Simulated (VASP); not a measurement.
# C213N2 (a cell with a defect) in VASP: settings compared

One crystal, C213N2 (a cell with a defect), is run at these levels: PBE, HSE06; tasks: hyperfine couplings.

Program: VASP 6.6.1. These are calculated values, not measurements. Logs are shortened: lines on timing, memory, paths and dates and some standing lists are left out, and cuts for length are marked.

## Step 1: The structure

The cell holds a defect, 215 atoms: a = 10.716 Å, b = 10.716 Å, c = 10.716 Å, α = 90.00°, β = 90.00°, γ = 90.00°.

The cell was built by a generator and needn't be a form met in nature.

## Step 2: Hyperfine couplings, PBE, collinear spin, ferromagnetic start

INCAR reads:

```
SYSTEM = C213N2
  ALGO = Fast
  EDIFF = 1E-7
  ENCUT = 420
  GGA = PE
  ISIF = 2
  ISMEAR = 0
  ISPIN = 2
  ISYM = 0
  LASPH = .TRUE.
  LCHARG = .FALSE.
  LEFG = .TRUE.
  LHYPERFINE = .TRUE.
  LORBIT = 11
  LREAL = .FALSE.
  LUSENCCL = .FALSE.
  LWAVE = .FALSE.
  MAGMOM = 0 0 0 0 0 0 0 0 0 0 0 0 0 0 0 0 0 0 0 0 0 0 0 0 0 0 0 0 0 0 0 0 0 0 0 0 0 0 0 0 0 0 0 0 0 0 0 0 0 0 0 0 0 0 0 0 0 0 0 0 0 0 0 0 0 0 0 0 0 0 0 0 0 0 0 0 0 0 0 0 0 0 0 0 0 0 0 0 0 0 0 0 0 0 0 0 0 0 0 0 0 0 0 0 0 0 0 0 0 0 0 0 0 0 0 0 0 0 0 0 0 0 0 0 0 0 0 0 0 0 0 0 0 0 0 0 0 0 0 0 0 0 0 0 0 0 0 0 0 0 0 0 0 0 0 0 0 0 0 0 0 0 0 0 0.5 0 0 0 0 0 0 0 0 0 0 0 0 0 0 0 0 0 0 0 0 0 0 0 0 0 0 0 0 0 0 0 0 0 0.5 0 0 0 0 0 0 0 0 0 0 0 0 0 0 0 0
  NCORE = 1
  NELECT = 863
  NELM = 100
  NGYROMAG = 3.0777 10.7084
  NUPDOWN = 1
  PREC = Accurate
  QUAD_EFG = 20.44 0
  SIGMA = 0.01
```

KPOINTS reads:

```
k-points
0
G
  1 1 1
  0 0 0
```

POSCAR reads:

```
C213N2                                  
1.0
   10.7160000000      0.0000000000      0.0000000000
    0.0000000000     10.7160000000      0.0000000000
    0.0000000000      0.0000000000     10.7160000000
  N               C             
     2   213
Direct
     0.0910087599526625    0.0909136979441672    0.0909136842577254
     0.0910087469391830    0.9090863027514529    0.9090863141276463
     0.0035956028639806    0.1662021895873595    0.1662022110941397
     0.0835668685128023    0.2510911475846035    0.2510911623412380
     0.1661811446594258    0.0040459390841149    0.1660351257685144
     0.2511960123727928    0.0836859544976110    0.2510540711140606
[... 207 lines left out ...]
     0.8341597324955643    0.8335305663898064    0.6675806552754544
     0.9177943070163030    0.9174212333887339    0.7516531466308820
```

Potentials or basis: VASP PAW PBE potentials, release 64 (N, C).

Command:

```sh
$ cat potpaw_PBE.64/N/POTCAR potpaw_PBE.64/C/POTCAR > POTCAR
$ mpirun -np 1 vasp_std > vasp.out
```

OUTCAR:

```text
SYSTEM = C213N2
   EDIFF = 1E-7
   ENCUT = 420
   GGA = PE
   ISIF = 2
   ISMEAR = 0
   ISPIN = 2
   ISYM = 0
   LASPH = .TRUE.
   LORBIT = 11
   LREAL = .FALSE.
   NELECT = 863
   NELM = 100
   NUPDOWN = 1
   PREC = Accurate

 ion  position               nearest neighbor table
   1  0.091  0.091  0.091-   7 1.47   5 1.47   3 1.48
   2  0.091  0.909  0.909-  55 1.47  21 1.47  67 1.48
   3  0.004  0.166  0.166-   1 1.48   4 1.55 149 1.56 151 1.56
   4  0.084  0.251  0.251-  33 1.54   3 1.55  15 1.55  29 1.55
   5  0.166  0.004  0.166-   1 1.47   6 1.55  52 1.56  56 1.56
   6  0.251  0.084  0.251-  80 1.54   5 1.55  74 1.55  15 1.55
   7  0.166  0.166  0.004-   1 1.47   8 1.55  20 1.56  22 1.56
   8  0.251  0.251  0.084-  96 1.54   7 1.55  74 1.55  29 1.55
[... 193 lines left out ...]
 202  0.667  0.833  0.500- 133 1.55 201 1.55 203 1.55 135 1.55
 203  0.750  0.917  0.584- 156 1.55 160 1.55 202 1.55 214 1.55
 204  0.833  0.667  0.500- 201 1.55 179 1.55 205 1.55 183 1.55
 205  0.917  0.750  0.583-  65 1.55 204 1.55  59 1.55 214 1.55
[... 8 lines left out ...]
 214  0.834  0.834  0.668- 209 1.55 205 1.55 203 1.55 215 1.56
 215  0.918  0.917  0.752-  17 1.54 164 1.55 214 1.56  67 1.56

IMPORTANT INFORMATION: All symmetrisations will be switched off!
NOSYMM: (Re-)initialisation of all symmetry stuff for point group C_1.

----------------------------------------------------------------------------------------

                                     Primitive cell

  volume of cell :    1230.5467

  direct lattice vectors                    reciprocal lattice vectors
    10.716000000  0.000000000  0.000000000     0.093318402  0.000000000  0.000000000
     0.000000000 10.716000000  0.000000000     0.000000000  0.093318402  0.000000000
     0.000000000  0.000000000 10.716000000     0.000000000  0.000000000  0.093318402

  length of vectors
    10.716000000 10.716000000 10.716000000     0.093318402  0.093318402  0.093318402

  position of ions in fractional coordinates (direct lattice)
     0.091008760  0.090913698  0.090913684
     0.091008747  0.909086303  0.909086314
     0.003595603  0.166202190  0.166202211
     0.083566869  0.251091148  0.251091162
     0.166181145  0.004045939  0.166035126
     0.251196012  0.083685954  0.251054071
[... 175 lines left out ...]
     0.833366684  0.499996546  0.333238346
     0.916767927  0.583341877  0.416658122
   k-points           NKPTS =      1   k-points in BZ     NKDIM =      1   number of bands    NBANDS=    540
   number of dos      NEDOS =    301   number of ions     NIONS =    215
   total plane-waves  NPLWV = 373248
   dimension x,y,z NGX =    72 NGY =   72 NGZ =   72
   dimension x,y,z NGXF=   144 NGYF=  144 NGZF=  144
   ions per type =               2 213
   NGX,Y,Z   is equivalent  to a cutoff of  11.17, 11.17, 11.17 a.u.
   NGXF,Y,Z  is equivalent  to a cutoff of  22.34, 22.34, 22.34 a.u.
 SYSTEM =  C213N2
   PREC   = accura    normal or accurate (medium, high low for compatibility)
   ISTART =      0    job   : 0-new  1-cont  2-samecut
   ICHARG =      2    charge: 1-file 2-atom 10-const
   ISPIN  =      2    spin polarized calculation?
   LNONCOLLINEAR =      F non collinear calculations
   LSORBIT =      F    spin-orbit coupling
   LASPH  =      T    aspherical Exc in radial PAW
   ENCUT  =  420.0 eV  30.87 Ry    5.56 a.u.  17.91 17.91 17.91*2*pi/ulx,y,z
   NELM   =    100;   NELMIN=  2; NELMDL= -5     # of ELM steps
   EDIFF  = 0.1E-06   stopping-criterion for ELM
   LREAL  =      F    real-space projection
   EDIFFG = 0.1E-05   stopping-criterion for IOM
   NSW    =      0    number of steps for IOM
   IBRION =     -1    ionic relax: 0-MD 1-quasi-New 2-CG
   NFREE  =      0    steps in history (QN), initial steepest desc. (CG)
   ISIF   =      2    stress and relaxation
   ISYM   =      0    0-nonsym 1-usesym 2-fastsym
   POTIM  = 0.5000    time-step for ionic-motion
   TEBEG  =    0.0;   TEEND  =   0.0 temperature during run
   PSTRESS=    0.0 pullay stress
   NELECT =     863.0000    total number of electrons
   NUPDOWN=       1.0000    fix difference up-down
   EMIN   =  10.00;   EMAX   =-10.00  energy-range for DOS
   EFERMI =   0.00;   METHOD = LEGACY
   ISMEAR =     0;   SIGMA  =   0.01  broadening in eV -4-tet -1-fermi 0-gaus
   EFERMI_NEDOS =   21; number of points for ismear=-14 and -15
   IALGO  =     68    algorithm
   IMIX   =      4    mixing-type and parameters
     AMIX     =   0.40;   BMIX     =  1.00
[... 942 lines left out ...]
  Total        0.4116681     -4.6853611     -4.6853662      0.0000707      5.7302816     -0.0000297
  in kB        0.5359937     -6.1003610     -6.1003677      0.0000921      7.4608521     -0.0000387
  external PRESSURE =      -3.8882450 kB  Pullay stress =       0.0000000 kB

 VOLUME and BASIS-vectors are now :
 -----------------------------------------------------------------------------
  energy-cutoff  :      420.00
  volume of cell :     1230.55
      direct lattice vectors                 reciprocal lattice vectors
    10.716000000  0.000000000  0.000000000     0.093318402  0.000000000  0.000000000
     0.000000000 10.716000000  0.000000000     0.000000000  0.093318402  0.000000000
     0.000000000  0.000000000 10.716000000     0.000000000  0.000000000  0.093318402

 POSITION                                       TOTAL-FORCE (eV/Angst)
 -----------------------------------------------------------------------------------
      0.97525      0.97423      0.97423        -0.001691     -0.000328     -0.000318
      0.97525      9.74177      9.74177        -0.001692      0.000325      0.000323
      0.03853      1.78102      1.78102         0.002825      0.002470      0.002461
      0.89550      2.69069      2.69069        -0.003743      0.001520      0.001516
      1.78080      0.04336      1.77923        -0.000116      0.006071      0.003991
      2.69182      0.89678      2.69030        -0.000241     -0.002904     -0.001148
[... 207 lines left out ...]
      8.93886      8.93211      7.15379         0.001425     -0.003257     -0.005226
      9.83508      9.83109      8.05472        -0.001307      0.000547      0.001725
 -----------------------------------------------------------------------------------
    total drift:                               -0.000334     -0.000034      0.000045

  FREE ENERGIE OF THE ION-ELECTRON SYSTEM (eV)
  ---------------------------------------------------
  free  energy   TOTEN  =     -1935.1332157464 eV

  energy  without entropy=    -1935.1332157464  energy(sigma->0) =    -1935.13321575

 Electric field gradients (V/A^2)
---------------------------------------------------------------------
 ion       V_xx      V_yy      V_zz      V_xy      V_xz      V_yz
---------------------------------------------------------------------
   1       0.093    -0.046    -0.047   -70.785   -70.785   -71.451
   2       0.093    -0.046    -0.047    70.785    70.785   -71.451
   3       1.643    -0.822    -0.822    -8.052    -8.052     9.010
   4      -0.619     0.309     0.309    -2.046    -2.046    -2.443
   5      -0.979     1.464    -0.486    -8.630     7.575    -6.662
   6       0.265    -0.618     0.353    -1.846    -2.123    -1.759
[... 207 lines left out ...]
 214       0.024    -0.093     0.070    -0.844     0.076    -0.046
 215       0.408     0.194    -0.602     1.429     3.639    -0.908
---------------------------------------------------------------------

 Electric field gradients after diagonalization (V/A^2)
 (convention: |V_zz| > |V_xx| > |V_yy|)
----------------------------------------------------------------------
 ion       V_xx      V_yy      V_zz     asymmetry (V_yy - V_xx)/ V_zz
----------------------------------------------------------------------
   1      71.405    70.610  -142.014       0.006
   2      71.405    70.610  -142.014       0.006
   3      -9.832    -6.932    16.764       0.173
   4       2.752     1.615    -4.367       0.261
   5      -9.073    -6.242    15.315       0.185
   6       2.433     1.402    -3.835       0.269
[... 207 lines left out ...]
 214       0.822     0.060    -0.882       0.864
 215       3.651     0.703    -4.354       0.677
----------------------------------------------------------------------

           NMR quadrupolar parameters

 Cq : quadrupolar parameter    Cq=e*Q*V_zz/h
 eta: asymmetry parameters     (V_yy - V_xx)/ V_zz
 Q  : nuclear electric quadrupole moment in mb (millibarn)
----------------------------------------------------------------------
 ion       Cq(MHz)       eta       Q (mb)
----------------------------------------------------------------------
   1      -7.019       0.006      20.440
   2      -7.019       0.006      20.440
   3       0.000       0.173       0.000
   4      -0.000       0.261       0.000
   5       0.000       0.185       0.000
   6      -0.000       0.269       0.000
[... 207 lines left out ...]
 214      -0.000       0.864       0.000
 215      -0.000       0.677       0.000
----------------------------------------------------------------------

 Fermi contact (isotropic) hyperfine coupling parameter (MHz)
 -------------------------------------------------------------
  ion      A_pw      A_1PS     A_1AE     A_1c      A_tot
 -------------------------------------------------------------
   1      -0.046    -0.049    -2.667    -0.097    -2.664
   2      -0.046    -0.049    -2.667    -0.097    -2.664
   3      -0.046    -0.046    -0.648     0.060    -0.648
   4       0.008     0.008     0.130    -0.010     0.130
   5       0.095     0.096     0.552    -0.172     0.551
   6       0.020     0.020     0.099    -0.037     0.098
[... 207 lines left out ...]
 214      -0.012    -0.013    -0.503    -0.002    -0.502
 215       0.464     0.470     7.711    -0.549     7.705
 -------------------------------------------------------------

 Dipolar hyperfine coupling parameters (MHz)
 ---------------------------------------------------------------------
  ion      A_xx      A_yy      A_zz      A_xy      A_xz      A_yz
 ---------------------------------------------------------------------
   1       0.039    -0.020    -0.020     0.230     0.230    -0.063
   2       0.039    -0.020    -0.020    -0.230    -0.230    -0.063
   3      -0.471     0.235     0.235     0.298     0.298     0.610
   4      -0.141     0.070     0.070     0.138     0.138     0.190
   5       0.457    -0.321    -0.135    -0.014     0.688    -0.192
   6       0.180    -0.173    -0.007     0.079     0.209     0.031
[... 207 lines left out ...]
 214      -0.259     0.000     0.259     0.064     0.097     0.244
 215      -0.835    -0.246     1.081    -0.336    -0.617     1.135
 ---------------------------------------------------------------------

 Total hyperfine coupling parameters after diagonalization (MHz)
 (convention: |A_zz| > |A_xx| > |A_yy|)
 ----------------------------------------------------------------------
  ion      A_xx      A_yy      A_zz     asymmetry (A_yy - A_xx)/ A_zz
 ----------------------------------------------------------------------
   1      -2.620    -2.355    -3.017      -0.088
   2      -2.620    -2.355    -3.017      -0.088
   3      -1.023     0.322    -1.242      -1.082
   4      -0.090     0.011     0.470       0.214
   5       0.290    -0.108     1.472      -0.270
   6      -0.094    -0.038     0.427       0.132
[... 207 lines left out ...]
 214      -0.649    -0.077    -0.781      -0.732
 215       6.810     6.688     9.617      -0.013
 ---------------------------------------------------------------------

 total charge

# of ion       s       p       d       tot
------------------------------------------
    1        1.218   2.661   0.000   3.878
    2        1.218   2.661   0.000   3.878
    3        0.825   1.710   0.000   2.535
    4        0.834   1.756   0.000   2.590
    5        0.825   1.712   0.000   2.538
    6        0.834   1.757   0.000   2.591
[... 207 lines left out ...]
  214        0.830   1.741   0.000   2.571
  215        0.830   1.740   0.000   2.571
--------------------------------------------------
tot        179.424 377.488   0.000 556.912

 magnetization (x)

# of ion       s       p       d       tot
------------------------------------------
    1       -0.001   0.000   0.000  -0.000
    2       -0.001   0.000   0.000  -0.000
    3       -0.000  -0.000   0.000  -0.000
    4        0.000   0.000   0.000   0.000
    5        0.000   0.001   0.000   0.001
    6        0.000   0.000   0.000   0.000
[... 207 lines left out ...]
  214       -0.000  -0.000   0.000  -0.000
  215        0.001   0.003   0.000   0.004
--------------------------------------------------
tot          0.083   0.539   0.000   0.622
```

Wall time 21 min (1 × NVIDIA H100 80GB with 1 thread of AMD EPYC 7R13 (Zen 3), shared host); peak memory 2.2 GiB.

What came out:

| Item | Value |
| --- | --- |
| Free energy | -1935.1332 eV |
| Largest force | 0.010 eV/Å |
| Net moment | 1.00 μB per cell |
| Site moments | N -0.00; C -0.00, +0.00, +0.01, -0.01, +0.02, +0.24 μB |
| Valence electrons inside the program's atomic spheres | N 3.88; C 2.54, 2.59, 2.58, 2.57 |

Caveat: the cell carries a net charge on a neutralising background, which shifts energy and pressure; the cell is charged against a uniform background, so pressure and absolute levels hang on convention; the cutoff is under 1.25 times the usual one of these potentials, so pressure, stress and relaxed cells hold a basis-set (Pulay) error; the total moment is fixed, so each spin has its own Fermi level.

[end of part 1 of 2]
